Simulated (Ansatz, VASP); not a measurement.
# One calculation of AlN, two programs

INCAR

```
SYSTEM = AlN
ALGO = Normal ; EDIFF = 1E-7
ENCUT = 520 ; GGA = PE
ISIF = 2 ; ISMEAR = 0
LASPH = .TRUE. ; LCHARG = .TRUE.
LELF = .TRUE. ; LREAL = .FALSE.
LVHAR = .TRUE. ; LWAVE = .FALSE.
NBANDS = 11 ; NELM = 100
PREC = Accurate ; SIGMA = 0.05
```

File KPOINTS:

```
k-points
0
G
  10 10 10
  0 0 0
```

The input POSCAR:

```
AlN
1.0
    0.0000000000      2.0955535400      2.0040002300
    2.0955535400      0.0000000000      2.0040002300
    2.0955535400      2.0955535400      0.0000000000
Al N
1 1
Direct
    0.5000000000      0.5000000000      0.5000000000
    0.0000000000      0.0000000000      0.0000000000
```

Input for Ansatz:

```yaml
crystal:
  lattice:
    - [0.0, 2.09555354, 2.00400023]
    - [2.09555354, 0.0, 2.00400023]
    - [2.09555354, 2.09555354, 0.0]
  atoms:
    - { symbol: Al, position: [0.5, 0.5, 0.5] }
    - { symbol: "N", position: [0.0, 0.0, 0.0] }
basis:
  ecutwfc: 420
kpoints:
  mp_grid: { grid: [10, 10, 10] }
hamiltonian:
  xc: pbe
scf:
  occupations: { method: gaussian, width: 0.05 }
output:
  forces: true
  stress: true
  eigenvalues: true
```

Change from the starting cell: strain +0.030 along x and y, -0.015 along z, atoms carried along.

Alike in both runs: task single point; functional PBE; k mesh 10 × 10 × 10; occupations gaussian, width 0.05 eV; no spin polarisation.

|  | VASP | Ansatz |
| --- | --- | --- |
| version | VASP 6.6.1 | Ansatz 0.2.0 |
| potentials or method | VASP PAW PBE potentials, release 64 (Al, N) | scalar-relativistic, plane waves, PAW |
| plane-wave cutoff (eV) | 520 | 420 |
| valence electrons in the cell | 8 | 8 |

VASP gave:

```
gap on the k mesh at the Fermi level (eV)       : 3.69
least direct gap on the mesh (eV)               : 4.66
pressure (GPa)                                  : -9.3
largest component of the traceless stress (GPa) : 6.16
```

Q: What did Ansatz give for the same quantities?

A: gap on the k mesh at the Fermi level (eV): 3.71; least direct gap on the mesh (eV): 4.65; pressure (GPa): -9.1; largest component of the traceless stress (GPa): 6.19.

A k mesh can miss the band edges.
